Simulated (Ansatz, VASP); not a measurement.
# SrO: VASP beside Ansatz, part 2 of 2

One calculation is typed for both programs; each brings its own data sets. How far apart do they land? Of the first pair: The cell is taken from a series of runs on this material, whose earlier steps may have relaxed, scaled, displaced or heated it; both programs get it as it stands.

VASP 6.6.1 and Ansatz 0.2.0.

So far: The starting structure; VASP: relaxation of cell and atoms, PBEsol; Ansatz: relaxation of cell and atoms, PBEsol.

**4. Differences**

Known differences besides the potentials themselves: Ansatz makes its cores anew for this functional, VASP keeps those of its PBE data sets; Ansatz adds a Pulay correction to the stress that steers its cell, VASP none. Total energies have different zeros and are not compared.

The two programs side by side:

```
                                         quantity  Ansatz   VASP  difference
                                      volume (Å³)   33.60  33.80     -0.58 %
edge a after relaxation, in the typed setting (Å)   3.622  3.629     -0.19 %
```

**5. Ansatz: relaxation, PBEsol**

This run makes the geometry at which the two programs are then compared.

The structure compared here is the end of the Ansatz relaxation.

The input, input.yaml:

```yaml
crystal:
  lattice:
    - [0.0, 2.5612708133, 2.5612708133]
    - [2.5612708133, 0.0, 2.5612708133]
    - [2.5612708133, 2.5612708133, 0.0]
  atoms:
    - { symbol: Sr, position: [0.0, 0.0, 0.0] }
    - { symbol: O, position: [0.5, 0.5, 0.5] }
kpoints:
  mp_grid: { grid: [9, 9, 9] }
scf:
  occupations: { method: fermi_dirac, width: 0.02 }
hamiltonian:
  xc: pbesol
  pseudopotentials: { kind: paw, azcp: { folder: soft_1 }, xc_functional: pbe }
basis:
  ecutwfc: 600
output:
  forces: true
  stress: true
relax:
  f_tol: 0.005
  max_steps: 70
  cell: { stress_tol: 0.02, p_target: -4 }
```

The run is started by

```
ansatz run input.yaml --threads 4 --pin off --max-ram 10240MiB --backend cpu --events-out ev --progress --plain --runs-dir out
```

Numbers of over 12 decimals in the logs are rounded to 6 here.

What it wrote:

```text
[...]
Crystal: 2 atoms, lattice volume = 33.604 Å³
Basis set: ecut = 600 eV, 1139 PW (Γ), exchange–correlation on 60×60×60 points (8 copies of the dense FFT grid, shifted against one another)
Bands: 12, of which v1, the nominal top of the filled ones, is band 8 counted from 1 (7 counted from 0)
Symmetry: 48 space group operations
[...]
k-points: 35 of 729
[...]
-3.985483      -0.000000      -0.000000
       -0.000000      -3.985483      -0.000000
       -0.000000      -0.000000      -3.985483
  P = ⅓ Tr σ = -3.9855 GPa (-39.855 kbar)
--- Relaxed structure (4 steps of the walk, 4 accepted, 1 SCFs on fresh bases) ---
[...]
cell:  # Å, volume = 35.2288 Å³
    - [0, 2.601892, 2.601892]
    - [2.601892, 0, 2.601892]
    - [2.601892, 2.601892, 0]
  atoms:
    - { symbol: Sr, position: [0, 0, 0] }
    - { symbol: O, position: [0.5, 0.5, 0.5] }
[key lines of the parts left out:]
SCF converged after 6 iterations
Free energy (F): -4056.120855 eV
Fermi energy:    9.035093 eV
```

**6. VASP: single point, PBEsol, pair 2**

The same cell, functional, mesh and smearing now go to VASP, with its own data sets.

The input, INCAR:

```
SYSTEM = SrO
PREC = Accurate
ENCUT = 600
EDIFF = 1E-06
NELM = 120
ISMEAR = -1
SIGMA = 0.02
LREAL = .FALSE.
ALGO = Normal
GGA = PS
NBANDS = 14
LORBIT = 11
LWAVE = .FALSE.
LCHARG = .FALSE.
ISIF = 2
LASPH = .TRUE.
GGA_COMPAT = .FALSE.
EFERMI = MIDGAP
```

The input, POSCAR:

```
SrO
1.0
    0.0000000000      2.6018919968      2.6018919968
    2.6018919968      0.0000000000      2.6018919968
    2.6018919968      2.6018919968      0.0000000000
Sr O
1 1
Direct
    0.0000000000      0.0000000000      0.0000000000
    0.5000000000      0.5000000000      0.5000000000
```

The input, KPOINTS:

```
Automatic mesh
0
Gamma
9 9 9
0 0 0
```

Potentials, in the order of the species: Sr_sv and O (PBE family, release 64).

The run is started by

```
mpirun -np 1 vasp_std
```

What it wrote:

```text
[banner, memory and clock lines left out]
running    1 mpi-ranks, on    1 nodes
[...]
[... a notice as in an earlier step ...]

 LDA part: xc-table for (Slater+PW92), standard interpolation
 POSCAR, INCAR and KPOINTS ok, starting setup
[...]
entering main loop
       N       E                     dE             d eps       ncg     rms          rms(c)
DAV:   1     0.717453729506E+02    0.71745E+02   -0.92615E+03   980   0.125E+03
DAV:   2    -0.110222146282E+02   -0.82768E+02   -0.76079E+02  1322   0.236E+02
DAV:   3    -0.145152686644E+02   -0.34931E+01   -0.34731E+01  1284   0.438E+01
DAV:   4    -0.145936603885E+02   -0.78392E-01   -0.78374E-01  1212   0.592E+00
[...]
DAV:  11    -0.126263035413E+02   -0.98077E-04   -0.97973E-05  1112   0.809E-02    0.303E-02
DAV:  12    -0.126263126263E+02   -0.90850E-05   -0.11024E-05  1084   0.273E-02    0.189E-02
DAV:  13    -0.126263125935E+02    0.32772E-07   -0.15740E-06  1048   0.108E-02
   1 F= -.12626313E+02 E0= -.12626313E+02  d E =0.000000E+00
```

OUTCAR, selected parts (step 6):

```text
  Total       -0.7804957     -0.7804957     -0.7804957      0.0000000     -0.0000000      0.0000000
  in kB      -35.4963163    -35.4963163    -35.4963163      0.0000000     -0.0000000      0.0000000
  external PRESSURE =     -35.4963163 kB  Pullay stress =       0.0000000 kB

 POSITION                                       TOTAL-FORCE (eV/Angst)
 -----------------------------------------------------------------------------------
      0.00000      0.00000      0.00000        -0.000000      0.000000      0.000000
      2.60189      2.60189      2.60189         0.000000     -0.000000     -0.000000
 -----------------------------------------------------------------------------------
    total drift:                                0.000000      0.000000      0.000000

  FREE ENERGIE OF THE ION-ELECTRON SYSTEM (eV)
  ---------------------------------------------------
  free  energy   TOTEN  =       -12.6263125935 eV

  energy  without entropy=      -12.6263125935  energy(sigma->0) =      -12.62631259

[... 1 part as in an earlier step ...]

[... 2 further parts left out ...]
[key lines of the parts left out:]
E-fermi :   2.9404
```

The run ends at a pressure of -3.55 GPa.

**7. Side by side**

What differs besides the data sets and the points named for the pairs above, as far as they apply: Ansatz's pressure holds a Pulay correction, VASP's none. Total energies have different zeros and are not compared.

Both answers:

```
              quantity  Ansatz   VASP  difference
        pressure (GPa)   -3.99  -3.55       -0.44
gap on the k mesh (eV)   3.280  3.237      +0.044
```

A gap on the mesh is an upper bound, since the band edges may lie between its points.

**8. Ansatz: relaxation, PBEsol**

This run makes the geometry at which the two programs are then compared. The cell compared in this pair holds 28.89 Å³, against 35.23 Å³ for the pair before.

The structure compared here is the end of the Ansatz relaxation.

input.yaml: that of step 5 with these lines changed.

```diff
@@ -23,2 +23,2 @@
   max_steps: 70
-  cell: { stress_tol: 0.02, p_target: -4 }
+  cell: { stress_tol: 0.02, p_target: 20 }
```

The run is started by

```
ansatz run input.yaml --threads 4 --pin off --max-ram 10240MiB --backend cpu --events-out ev --progress --plain --runs-dir out
```

What it wrote:

```text
[...]
Crystal: 2 atoms, lattice volume = 33.604 Å³
Basis set: ecut = 600 eV, 1139 PW (Γ), exchange–correlation on 60×60×60 points (8 copies of the dense FFT grid, shifted against one another)
Bands: 12, of which v1, the nominal top of the filled ones, is band 8 counted from 1 (7 counted from 0)
Symmetry: 48 space group operations
[...]
k-points: 35 of 729
[...]
19.996788       0.000000      -0.000000
       -0.000000      19.996788       0.000000
       -0.000000      -0.000000      19.996788
  P = ⅓ Tr σ = 19.9968 GPa (199.968 kbar)
--- Relaxed structure (4 steps of the walk, 4 accepted, 1 SCFs on fresh bases) ---
[...]
cell:  # Å, volume = 28.8897 Å³
    - [0, 2.435405, 2.435405]
    - [2.435405, 0, 2.435405]
    - [2.435405, 2.435405, 0]
  atoms:
    - { symbol: Sr, position: [0, 0, 0] }
    - { symbol: O, position: [0.5, 0.5, 0.5] }
[key lines of the parts left out:]
SCF converged after 8 iterations
Free energy (F): -4055.886104 eV
Fermi energy:    11.332315 eV
```

**9. VASP: single point, PBEsol, pair 3**

The same cell, functional, mesh and smearing now go to VASP, with its own data sets.

INCAR is that of step 6.

The input, POSCAR:

```
SrO
1.0
    0.0000000000      2.4354047549      2.4354047549
    2.4354047549      0.0000000000      2.4354047549
    2.4354047549      2.4354047549      0.0000000000
Sr O
1 1
Direct
    0.0000000000      0.0000000000      0.0000000000
    0.5000000000      0.5000000000      0.5000000000
```

KPOINTS is that of step 6.

The run is started by

```
mpirun -np 1 vasp_std
```

What it wrote:

```text
[... set-up lines as in an earlier step ...]
 entering main loop
       N       E                     dE             d eps       ncg     rms          rms(c)
DAV:   1     0.820578886150E+02    0.82058E+02   -0.97362E+03   980   0.129E+03
DAV:   2    -0.106807904426E+02   -0.92739E+02   -0.82839E+02  1320   0.252E+02
DAV:   3    -0.143411359418E+02   -0.36603E+01   -0.36321E+01  1180   0.468E+01
DAV:   4    -0.144298967383E+02   -0.88761E-01   -0.88732E-01  1292   0.675E+00
[...]
DAV:  11    -0.123550777377E+02   -0.42036E-04   -0.73022E-05  1136   0.716E-02    0.314E-02
DAV:  12    -0.123550803010E+02   -0.25633E-05   -0.12223E-05  1028   0.309E-02    0.311E-02
DAV:  13    -0.123550810001E+02   -0.69916E-06   -0.33803E-06  1040   0.153E-02
   1 F= -.12355081E+02 E0= -.12355081E+02  d E =0.000000E+00
```

OUTCAR, selected parts (step 9):

```text
  Total        3.8137677      3.8137677      3.8137677      0.0000000     -0.0000000     -0.0000000
  in kB      211.5053608    211.5053608    211.5053608      0.0000000     -0.0000000     -0.0000000
  external PRESSURE =     211.5053608 kB  Pullay stress =       0.0000000 kB

 POSITION                                       TOTAL-FORCE (eV/Angst)
 -----------------------------------------------------------------------------------
      0.00000      0.00000      0.00000        -0.000000      0.000000     -0.000000
      2.43540      2.43540      2.43540         0.000000     -0.000000      0.000000
 -----------------------------------------------------------------------------------
    total drift:                                0.000000      0.000000      0.000000

  FREE ENERGIE OF THE ION-ELECTRON SYSTEM (eV)
  ---------------------------------------------------
  free  energy   TOTEN  =       -12.3550810001 eV

  energy  without entropy=      -12.3550810001  energy(sigma->0) =      -12.35508100

[... 1 part as in an earlier step ...]

[... 2 further parts left out ...]
[key lines of the parts left out:]
E-fermi :   3.8819
```

The run ends at a pressure of 21.15 GPa.

**10. Differences**

Compared:

```
              quantity  Ansatz   VASP  difference
        pressure (GPa)   20.00  21.15       -1.15
gap on the k mesh (eV)   3.032  2.981      +0.051
```

A gap on the mesh is an upper bound, since the band edges may lie between its points.

**11. Results**

* difference in volume (relaxation of cell and atoms, PBEsol): -0.58 %
* difference in gap on the k mesh (single point, PBEsol, pair 2): 0.044 eV
* difference in pressure (single point, PBEsol, pair 3): -1.2 GPa
* difference in gap on the k mesh (single point, PBEsol, pair 3): 0.051 eV

What this shows: The difference in pressure is -1.2 GPa (single point, PBEsol, pair 3), beyond the 1 GPa picked in this series as the mark of a large difference. What causes the difference of the single point, PBEsol, pair 3 pair stays open here. 4 further runs of this series are not shown here. How closely two codes agree says nothing of how well the functional describes the real material.

[Lines on the potential files, build, host, timing and source positions are cut from VASP's logs without a mark.]

[Logs are printed without paths, hosts, clocks, repeated set-up lines and the standing remarks that a program may print on its own settings, such as how far it seeks lower states.]

[Hosts, paths, dates, database ids (printed as entryN), source tags and the programs' standing remarks are cut or masked in the printed files.]
